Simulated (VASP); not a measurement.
# TaSi2 (P6_222) in VASP: further runs, part 2 of 2

VASP 6.6.1.

## Step 4: Relaxation of cell and atoms, PBE+D3(BJ)

Contents of INCAR:

```
PREC = Accurate
ENCUT = 600
EDIFF = 1E-6
ISMEAR = 1
SIGMA = 0.1
LREAL = F
LASPH = T
NELM = 80
ALGO = Normal
ISIF = 3
LWAVE = F
LCHARG = F
GGA = PE
IVDW = 12
IBRION = 2
NSW = 90
EDIFFG = -0.01
KPAR = 4
```

Contents of KPOINTS:

```
regular mesh
0
Gamma
  9 9 6
```

Contents of POSCAR:

```
TaSi2
1.0
    4.7800000000      0.0000000000      0.0000000000
   -2.3900000000      4.1396014301      0.0000000000
    0.0000000000      0.0000000000      6.5640000000
Ta Si
3 6
Direct
    0.5000000000      0.0000000000      0.5000000000
    0.5000000000      0.5000000000      0.8333333333
    0.0000000000      0.5000000000      0.1666666667
    0.1666500000      0.3333000000      0.5000000000
    0.8333500000      0.1666500000      0.8333333333
    0.6667000000      0.8333500000      0.1666666667
    0.8333500000      0.6667000000      0.5000000000
    0.1666500000      0.8333500000      0.8333333333
    0.3333000000      0.1666500000      0.1666666667
```

Potentials or basis: VASP PAW PBE potentials, release 64 (Ta_pv, Si).

Started as:

```sh
$ cat potpaw_PBE.64/Ta_pv/POTCAR potpaw_PBE.64/Si/POTCAR > POTCAR
$ mpirun -np 4 vasp_std > vasp.out
```

OUTCAR:

```text
PREC = Accurate
   ENCUT = 600
   EDIFF = 1E-6
   ISMEAR = 1
   LREAL = F
   LASPH = T
   NELM = 80
   ISIF = 3
   GGA = PE
   IVDW = 12
   IBRION = 2
   NSW = 90
   EDIFFG = -0.01
 IVDW          = 12

 ion  position               nearest neighbor table
   1  0.500  0.000  0.500-   6 2.59   9 2.59   8 2.59   5 2.59   4 2.76   7 2.76   7 2.76   4 2.76
                             4 2.76   7 2.76   2 3.24   2 3.24   3 3.24   3 3.24
   2  0.500  0.500  0.833-   4 2.59   7 2.59   6 2.59   9 2.59   8 2.76   5 2.76   8 2.76   5 2.76
                             8 2.76   5 2.76   1 3.24   1 3.24   3 3.24   3 3.24
   3  0.000  0.500  0.167-   4 2.59   7 2.59   5 2.59   8 2.59   6 2.76   9 2.76   9 2.76   6 2.76
                             6 2.76   9 2.76   1 3.24   1 3.24   2 3.24   2 3.24
   4  0.167  0.333  0.500-   5 2.59   9 2.59   3 2.59   2 2.59   7 2.76   1 2.76   1 2.76   1 2.76
                             7 2.76   7 2.76
   5  0.833  0.167  0.833-   4 2.59   6 2.59   1 2.59   3 2.59   8 2.76   2 2.76   2 2.76   2 2.76
                             8 2.76   8 2.76
   6  0.667  0.833  0.167-   7 2.59   5 2.59   1 2.59   2 2.59   9 2.76   3 2.76   3 2.76   3 2.76
                             9 2.76   9 2.76
   7  0.833  0.667  0.500-   8 2.59   6 2.59   3 2.59   2 2.59   4 2.76   1 2.76   1 2.76   1 2.76
                             4 2.76   4 2.76
   8  0.167  0.833  0.833-   7 2.59   9 2.59   1 2.59   3 2.59   5 2.76   2 2.76   2 2.76   2 2.76
                             5 2.76   5 2.76
   9  0.333  0.167  0.167-   4 2.59   8 2.59   1 2.59   2 2.59   6 2.76   3 2.76   3 2.76   3 2.76
                             6 2.76   6 2.76

  LATTYP: Found a hexagonal cell.
 ALAT       =     4.7800000000
 C/A-ratio  =     1.3732217573

[... 189 lines left out ...]

 number of electron      56.9999997 magnetization

 Free energy of the ion-electron system (eV)
  ---------------------------------------------------
  ext. energy  EPLUGINS =         0.00000000
  ---------------------------------------------------
  free energy    TOTEN  =       -72.06364067 eV

  energy without entropy =      -72.05596803  energy(sigma->0) =      -72.06108312

------------------------ aborting loop because EDIFF is reached ----------------------------------------

 Edisp (eV)   -4.97762

 E8    (eV) :    -2.2777
[... 273 lines left out ...]
--------------------------------------- Ionic step        7  -------------------------------------------

 number of electron      56.9999999 magnetization

 Free energy of the ion-electron system (eV)
  ---------------------------------------------------
  ext. energy  EPLUGINS =         0.00000000
  ---------------------------------------------------
  free energy    TOTEN  =       -72.16456766 eV

  energy without entropy =      -72.16243165  energy(sigma->0) =      -72.16385566

 E-fermi :   9.5925     XC(G=0): -12.1626

 val. band max:        9.5816827818   @ k =   0.3333   0.1111   0.5000
 cond. band min:       9.5955580846   @ k =   0.3333   0.2222   0.0000
 fundamental gap:      0.0138753028
 Fermi energy:         9.5925181008

 k-point     1 :       0.0000    0.0000    0.0000
  band No.  band energies     occupation
      1     -24.7387      2.00000
      2     -24.7387      2.00000
      3     -24.7374      2.00000
      4     -24.6629      2.00000
      5     -24.6629      2.00000
      6     -24.5645      2.00000
[... 877 lines left out ...]
     33      11.8798      0.00000
     34      12.0104      0.00000

 [... further k-points ...]

------------------------ aborting loop because EDIFF is reached ----------------------------------------

 Edisp (eV)   -5.06079

 E8    (eV) :    -2.3158
[... 32 lines left out ...]
  FREE ENERGIE OF THE ION-ELECTRON SYSTEM (eV)
  ---------------------------------------------------
  free  energy   TOTEN  =       -77.2253577950 eV

  energy  without entropy=      -77.2232217862  energy(sigma->0) =      -77.22464579

 reached required accuracy - stopping structural energy minimisation
```

CONTCAR:

```text
TaSi2
   1.00000000000000
     4.7483893869973839    0.0000000000000000   -0.0000000000000000
    -2.3741946934986919    4.1122258362103210   -0.0000000000000000
    -0.0000000000000000   -0.0000000000000000    6.5431308199642677
  Ta              Si
     3     6
Direct
     0.5000000000000000    0.0000000000000000    0.5000000000000000
     0.5000000000000000    0.5000000000000000    0.8333333332999970
     0.0000000000000000    0.5000000000000000    0.1666666667000030
     0.1589825922242076    0.3179651844484223    0.5000000000000000
     0.8410174077757921    0.1589825922242076    0.8333333332999970
     0.6820348155515774    0.8410174077757924    0.1666666667000030
     0.8410174077757924    0.6820348155515776    0.5000000000000000
     0.1589825922242079    0.8410174077757924    0.8333333332999970
     0.3179651844484225    0.1589825922242076    0.1666666667000030

  0.00000000E+00  0.00000000E+00  0.00000000E+00
  0.00000000E+00  0.00000000E+00  0.00000000E+00
  0.00000000E+00  0.00000000E+00  0.00000000E+00
  0.00000000E+00  0.00000000E+00  0.00000000E+00
  0.00000000E+00  0.00000000E+00  0.00000000E+00
  0.00000000E+00  0.00000000E+00  0.00000000E+00
  0.00000000E+00  0.00000000E+00  0.00000000E+00
  0.00000000E+00  0.00000000E+00  0.00000000E+00
  0.00000000E+00  0.00000000E+00  0.00000000E+00
```

Wall time 3.5 min (4 MPI ranks of Intel Xeon 6975P-C (Granite Rapids), shared host); peak memory 0.44 GiB.

What came out:

```yaml
Free_energy: -77.2254 eV
Relaxed_volume: 14.20 Å³/atom
Relaxed_cell: a = 4.748 Å, b = 4.748 Å, c = 6.543 Å, α = 90.00°, β = 90.00°, γ = 120.00°
Space_group_after_relaxing_to_0.05_Å: P6_222 (No. 180)
Energy_gained_by_relaxing: 20.5 meV/atom
Ionic_steps: 7
Pressure_after_relaxing: -0.1 GPa
Largest_force_after_relaxing: 0.006 eV/Å
Band_gap_on_the_k_mesh: none (metal or under the smearing width)
Dispersion_energy_per_atom: -0.562 eV
```

Forces on the atoms (eV/Å):
```
Ta   0.000  0.000  0.000
Ta   0.000  0.000  0.000
Ta   0.000  0.000  0.000
Si   0.000 -0.006  0.000
Si   0.005 -0.003  0.000
Si   0.005  0.003  0.000
Si   0.000  0.006  0.000
Si  -0.005  0.003  0.000
Si  -0.005 -0.003  0.000
```

The path:
```csv
step,energy change (eV),largest force (eV/Å),pressure (GPa),volume (Å³)
1,0.0000,0.7961,-2.61,129.88
2,-0.1321,0.3518,3.50,125.51
3,-0.1327,0.3822,3.13,125.75
4,-0.1655,0.1941,-1.35,128.48
5,-0.1780,0.0058,0.10,127.53
6,-0.1836,0.0058,-0.12,127.83
7,-0.1841,0.0059,-0.06,127.76
```

Final structure:
```xyz
9
Lattice="4.7484 0.0000 0.0000 -2.3742 4.1122 0.0000 0.0000 0.0000 6.5431" Properties=species:S:1:pos:R:3 pbc="T T T"
Ta    2.3742    0.0000    3.2716
Ta    1.1871    2.0561    5.4526
Ta   -1.1871    2.0561    1.0905
Si    0.0000    1.3075    3.2716
Si    3.6160    0.6538    5.4526
Si    1.2418    3.4585    1.0905
Si    2.3742    2.8047    3.2716
Si   -1.2418    3.4585    5.4526
Si    1.1324    0.6538    1.0905
```

Levels at points of the mesh, in eV from the Fermi level:
```tsv
k point	band 26	band 27	band 28	band 29	band 30	band 31	band 32	band 33
(0.00, 0.00, 0.00)	-2.45	-2.23	-2.23	-1.49	0.72	3.04	3.04	3.55
(0.00, 0.00, 0.50)	-2.02	-1.79	-1.79	1.12	1.12	2.69	2.69	3.52
```

Caveat: pairwise dispersion overbinds metals, which lowers pressure and volume. Spin-orbit coupling is left out, which matters for the levels of Ta.

## Step 5: Relaxation of cell and atoms, PBE+D3(BJ)

This run uses another cell than the first one, of 14.20 Å³/atom, 0.984 times its volume.

INCAR: that of step 4 with these lines changed.

```diff
@@ -2,3 +2,3 @@
 ENCUT = 600
-EDIFF = 1E-6
+EDIFF = 1E-7
 ISMEAR = 1
@@ -16,3 +16,3 @@
 NSW = 90
-EDIFFG = -0.01
+EDIFFG = -0.005
 KPAR = 4
```

KPOINTS is that of step 4.

Contents of POSCAR:

```
TaSi2                                   
1.0
    4.7483893870      0.0000000000     -0.0000000000
   -2.3741946935      4.1122258362     -0.0000000000
   -0.0000000000     -0.0000000000      6.5431308200
  Ta              Si            
     3     6
Direct
     0.5000000000000000    0.0000000000000000    0.5000000000000000
     0.5000000000000000    0.5000000000000000    0.8333333332999970
     0.0000000000000000    0.5000000000000000    0.1666666667000030
     0.1589825922242076    0.3179651844484223    0.5000000000000000
     0.8410174077757921    0.1589825922242076    0.8333333332999970
     0.6820348155515774    0.8410174077757924    0.1666666667000030
     0.8410174077757924    0.6820348155515776    0.5000000000000000
     0.1589825922242079    0.8410174077757924    0.8333333332999970
     0.3179651844484225    0.1589825922242076    0.1666666667000030
```

Started as:

```sh
$ cat potpaw_PBE.64/Ta_pv/POTCAR potpaw_PBE.64/Si/POTCAR > POTCAR
$ mpirun -np 4 vasp_std > vasp.out
```

Wall time 93 s (4 MPI ranks of Intel Xeon 6975P-C (Granite Rapids), shared host); peak memory 0.44 GiB.

It converged, with:

* Free energy: -77.2251 eV
* Relaxed volume: 14.19 Å³/atom
* Relaxed cell: a = 4.748 Å, b = 4.748 Å, c = 6.542 Å, α = 90.00°, β = 90.00°, γ = 120.00°
* Space group after relaxing (to 0.05 Å): P6_222 (No. 180)
* Energy gained by relaxing: 0.0 meV/atom
* Ionic steps: 3
* Pressure after relaxing: 0.0 GPa
* Largest force after relaxing: 0.004 eV/Å
* Band gap on the k mesh: none (metal or under the smearing width)
* Dispersion energy per atom: -0.563 eV

Forces on the atoms (eV/Å):
```
Ta   0.000  0.000  0.000
Ta   0.000  0.000  0.000
Ta   0.000  0.000  0.000
Si   0.000 -0.004  0.000
Si   0.004 -0.002  0.000
Si   0.004  0.002  0.000
Si   0.000  0.004  0.000
Si  -0.004  0.002  0.000
Si  -0.004 -0.002  0.000
```

Final structure:
```
Ta Si
1.0
     4.74774    0.00000    0.00000
    -2.37387    4.11166    0.00000
     0.00000    0.00000    6.54172
Ta Si
3 6
Direct
  0.50000 0.00000 0.50000
  0.50000 0.50000 0.83333
  0.00000 0.50000 0.16667
  0.15896 0.31793 0.50000
  0.84104 0.15896 0.83333
  0.68207 0.84104 0.16667
  0.84104 0.68207 0.50000
  0.15896 0.84104 0.83333
  0.31793 0.15896 0.16667
```

Levels at points of the mesh, in eV from the Fermi level:
| k point | band 27 | band 28 | band 29 | band 30 | band 31 | band 32 |
| --- | --- | --- | --- | --- | --- | --- |
| (0.00, 0.00, 0.00) | -2.23 | -2.23 | -1.49 | 0.72 | 3.04 | 3.04 |
| (0.00, 0.00, 0.50) | -1.79 | -1.79 | 1.12 | 1.12 | 2.69 | 2.69 |

Caveat: pairwise dispersion overbinds metals, which lowers pressure and volume.

## Step 6: Relaxation of cell and atoms, LDA

Contents of INCAR:

```
ALGO     = Normal         # electronic algorithm
EDIFF    = 1E-6           # SCF threshold, eV
EDIFFG   = -0.01          # ionic threshold
ENCUT    = 600            # plane-wave cutoff, eV
GGA      = CA             # functional
IBRION   = 2              # ionic algorithm
ISIF     = 3              # what is computed and relaxed
ISMEAR   = 1              # smearing method
KPAR     = 4            
LASPH    = True           # aspherical terms in the spheres
LCHARG   = False          # write CHGCAR
LREAL    = False          # projectors in reciprocal space
LWAVE    = False          # write WAVECAR
NELM     = 80             # most SCF steps
NSW      = 90             # ionic steps
PREC     = Accurate       # precision mode
SIGMA    = 0.1            # smearing width, eV
```

Contents of KPOINTS:

```
k-points
0
Gamma
  9 9 6
```

Contents of POSCAR:

```
TaSi2
1.0
    4.7800000000      0.0000000000      0.0000000000
   -2.3900000000      4.1396014301      0.0000000000
    0.0000000000      0.0000000000      6.5640000000
Ta Si
3 6
Direct
    0.5000000000      0.0000000000      0.5000000000
    0.5000000000      0.5000000000      0.8333333333
    0.0000000000      0.5000000000      0.1666666667
    0.1666500000      0.3333000000      0.5000000000
    0.8333500000      0.1666500000      0.8333333333
    0.6667000000      0.8333500000      0.1666666667
    0.8333500000      0.6667000000      0.5000000000
    0.1666500000      0.8333500000      0.8333333333
    0.3333000000      0.1666500000      0.1666666667
```

Potentials or basis: VASP PAW LDA potentials, release 64 (Ta_pv, Si).

Started as:

```sh
$ cat potpaw_LDA.64/Ta_pv/POTCAR potpaw_LDA.64/Si/POTCAR > POTCAR
$ mpirun -np 4 vasp_std > vasp.out
```

OUTCAR:

```text
EDIFF = 1E-6
   EDIFFG = -0.01
   ENCUT = 600
   GGA = CA
   IBRION = 2
   ISIF = 3
   ISMEAR = 1
   LASPH = True
   LREAL = False
   NELM = 80
   NSW = 90
   PREC = Accurate

 ion  position               nearest neighbor table
   1  0.500  0.000  0.500-   6 2.59   9 2.59   8 2.59   5 2.59   4 2.76   7 2.76   7 2.76   4 2.76
                             4 2.76   7 2.76   2 3.24   2 3.24   3 3.24   3 3.24
   2  0.500  0.500  0.833-   4 2.59   7 2.59   6 2.59   9 2.59   8 2.76   5 2.76   8 2.76   5 2.76
                             8 2.76   5 2.76   1 3.24   1 3.24   3 3.24   3 3.24
   3  0.000  0.500  0.167-   4 2.59   7 2.59   5 2.59   8 2.59   6 2.76   9 2.76   9 2.76   6 2.76
                             6 2.76   9 2.76   1 3.24   1 3.24   2 3.24   2 3.24
   4  0.167  0.333  0.500-   5 2.59   9 2.59   3 2.59   2 2.59   7 2.76   1 2.76   1 2.76   1 2.76
                             7 2.76   7 2.76
   5  0.833  0.167  0.833-   4 2.59   6 2.59   1 2.59   3 2.59   8 2.76   2 2.76   2 2.76   2 2.76
                             8 2.76   8 2.76
   6  0.667  0.833  0.167-   7 2.59   5 2.59   1 2.59   2 2.59   9 2.76   3 2.76   3 2.76   3 2.76
                             9 2.76   9 2.76
   7  0.833  0.667  0.500-   8 2.59   6 2.59   3 2.59   2 2.59   4 2.76   1 2.76   1 2.76   1 2.76
                             4 2.76   4 2.76
   8  0.167  0.833  0.833-   7 2.59   9 2.59   1 2.59   3 2.59   5 2.76   2 2.76   2 2.76   2 2.76
                             5 2.76   5 2.76
   9  0.333  0.167  0.167-   4 2.59   8 2.59   1 2.59   2 2.59   6 2.76   3 2.76   3 2.76   3 2.76
                             6 2.76   6 2.76

  LATTYP: Found a hexagonal cell.
 ALAT       =     4.7800000000
 C/A-ratio  =     1.3732217573
[... 333 lines left out ...]
------------------------ aborting loop because EDIFF is reached ----------------------------------------
[... 81 lines left out ...]
--------------------------------------- Ionic step       10  -------------------------------------------

 number of electron      57.0000000 magnetization

 Free energy of the ion-electron system (eV)
  ---------------------------------------------------
  ext. energy  EPLUGINS =         0.00000000
  ---------------------------------------------------
  free energy    TOTEN  =       -79.33777395 eV

  energy without entropy =      -79.33585924  energy(sigma->0) =      -79.33713571

 E-fermi :   9.6050     XC(G=0): -12.3111

 val. band max:        9.5950584848   @ k =   0.3333   0.1111   0.5000
 cond. band min:       9.6140830756   @ k =   0.3333   0.2222   0.0000
 fundamental gap:      0.0190245908
 Fermi energy:         9.6050032404

 k-point     1 :       0.0000    0.0000    0.0000
  band No.  band energies     occupation
      1     -24.5250      2.00000
      2     -24.5250      2.00000
      3     -24.5193      2.00000
      4     -24.4466      2.00000
      5     -24.4466      2.00000
      6     -24.3418      2.00000
[... 877 lines left out ...]
     33      11.9359      0.00000
     34      12.0487      0.00000

 [... further k-points ...]

------------------------ aborting loop because EDIFF is reached ----------------------------------------

  FORCE on cell =-STRESS in cart. coord.  units (eV):
  Direction    XX          YY          ZZ          XY          YZ          ZX
  --------------------------------------------------------------------------------------
  -------------------------------------------------------------------------------------
  Total        0.0055204      0.0055204      0.0104149      0.0000000      0.0000000      0.0000000
  in kB        0.0697540      0.0697540      0.1315991      0.0000000      0.0000000      0.0000000
  external PRESSURE =       0.0903691 kB  Pullay stress =       0.0000000 kB
[... 24 lines left out ...]
  FREE ENERGIE OF THE ION-ELECTRON SYSTEM (eV)
  ---------------------------------------------------
  free  energy   TOTEN  =       -79.3377739452 eV

  energy  without entropy=      -79.3358592414  energy(sigma->0) =      -79.33713571

 reached required accuracy - stopping structural energy minimisation
```

Wall time 3.6 min (4 MPI ranks of Intel Xeon 6975P-C (Granite Rapids), shared host); peak memory 0.35 GiB.

Results:

- Free energy: -79.3378 eV
- Relaxed volume: 14.09 Å³/atom
- Relaxed cell: a = 4.738 Å, b = 4.738 Å, c = 6.523 Å, α = 90.00°, β = 90.00°, γ = 120.00°
- Space group after relaxing (to 0.05 Å): P6_222 (No. 180)
- Energy gained by relaxing: 20.5 meV/atom
- Ionic steps: 10
- Pressure after relaxing: 0.0 GPa
- Largest force after relaxing: 0.005 eV/Å
- Band gap on the k mesh: none (metal or under the smearing width)

Forces on the atoms (eV/Å):
```
Ta   0.000  0.000  0.000
Ta   0.000  0.000  0.000
Ta   0.000  0.000  0.000
Si   0.000 -0.005  0.000
Si   0.004 -0.003  0.000
Si   0.004  0.003  0.000
Si   0.000  0.005  0.000
Si  -0.004  0.003  0.000
Si  -0.004 -0.003  0.000
```

Step by step:
| step | energy change (eV) | largest force (eV/Å) | pressure (GPa) | volume (Å³) |
| --- | --- | --- | --- | --- |
| 1 | 0.0000 | 0.7146 | -4.05 | 129.88 |
| 2 | -0.0845 | 0.3794 | 6.34 | 123.15 |
| 3 | -0.1134 | 0.5162 | 2.61 | 125.32 |
| 4 | -0.1768 | 0.0191 | 0.35 | 126.47 |
| 5 | -0.1773 | 0.0276 | 0.51 | 126.37 |
| 6 | -0.1836 | 0.0127 | -0.56 | 127.18 |
| 7 | -0.1841 | 0.0164 | -0.33 | 127.00 |
| 8 | -0.1841 | 0.0091 | 0.38 | 126.58 |
| 9 | -0.1844 | 0.0131 | 0.01 | 126.80 |
| 10 | -0.1845 | 0.0050 | 0.01 | 126.80 |

Final structure:
```
Ta Si
1.0
     4.73755    0.00000    0.00000
    -2.36877    4.10284    0.00000
     0.00000    0.00000    6.52341
Ta Si
3 6
Direct
  0.50000 0.00000 0.50000
  0.50000 0.50000 0.83333
  0.00000 0.50000 0.16667
  0.15925 0.31851 0.50000
  0.84075 0.15925 0.83333
  0.68149 0.84075 0.16667
  0.84075 0.68149 0.50000
  0.15925 0.84075 0.83333
  0.31851 0.15925 0.16667
```

## Step 7: Summary

| level | potentials or basis | k mesh | cutoff (eV) | gap on the mesh (eV) | pressure (GPa) | relaxed volume (Å³/atom) |
| --- | --- | --- | --- | --- | --- | --- |
| PBE | VASP PAW PBE potentials, release 64 (Ta, Si) | 5 × 5 × 3 | 300 | none | 0.0 | 14.64 |
| PBE+D3(BJ) | VASP PAW PBE potentials, release 64 (Ta_pv, Si) | 9 × 9 × 6 | 600 | none | 0.0 | 14.19 |
| LDA | VASP PAW LDA potentials, release 64 (Ta_pv, Si) | 9 × 9 × 6 | 600 | none | 0.0 | 14.09 |

Alike in all rows: task relaxation of cell and atoms; no spin polarisation; cell relaxed; smearing methfessel-paxton 0.1 eV.

Caveats: the cutoff is under 1.25 times the usual one of these potentials, so pressure, stress and relaxed cells hold a basis-set (Pulay) error (some runs); pairwise dispersion overbinds metals, which lowers pressure and volume (some runs).

Absolute energies hang on the potentials; compare differences alone.
